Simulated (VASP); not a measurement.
A run of VASP 6.6.1:

The input POSCAR:

```
PbSe
1.0
    0.0000000000      3.0621500000      3.0621500000
    3.0621500000      0.0000000000      3.0621500000
    3.0621500000      3.0621500000      0.0000000000
Pb Se
1 1
Direct
    0.0000000000      0.0000000000      0.0000000000
    0.5000000000      0.5000000000      0.5000000000
```

Contents of INCAR.step1:

```
PREC = Accurate ; ENCUT = 520
EDIFF = 1E-5 ; ISMEAR = 0
SIGMA = 0.02 ; LREAL = F
LASPH = T ; NELM = 100
ALGO = Normal ; ISIF = 2
LWAVE = T ; LCHARG = F
GGA = PE
```

File INCAR.step2:

```
PREC = Accurate ; ENCUT = 520
EDIFF = 1E-6 ; ISMEAR = 0
SIGMA = 0.02 ; LREAL = F
LASPH = T ; NELM = 100
ALGO = Normal ; ISIF = 2
LWAVE = F ; LCHARG = F
GGA = PE ; LHFCALC = T
HFSCREEN = 0.2 ; PRECFOCK = Normal
ISTART = 1
```

Contents of KPOINTS:

```
Automatic mesh
0
Gamma
  6 6 6
```

Potentials or basis: VASP PAW PBE potentials, release 64 (Pb_d, Se).

The run is started by

```console
$ cat potpaw_PBE.64/Pb_d/POTCAR potpaw_PBE.64/Se/POTCAR > POTCAR
$ cp INCAR.step1 INCAR
$ mpirun -np 1 vasp_std > vasp.out
$ cp INCAR.step2 INCAR
$ mpirun -np 1 vasp_std > vasp.out
```

Hardware: 1 thread of Intel(R) Xeon(R) Platinum 8559C (Emerald Rapids), with other jobs on the host.

How long does it take, and how much memory?

Run time: 42 min on 1 thread of Intel(R) Xeon(R) Platinum 8559C (Emerald Rapids) (shared host), peak memory 0.31 GiB. Counts: scf iterations 9, k points 16.
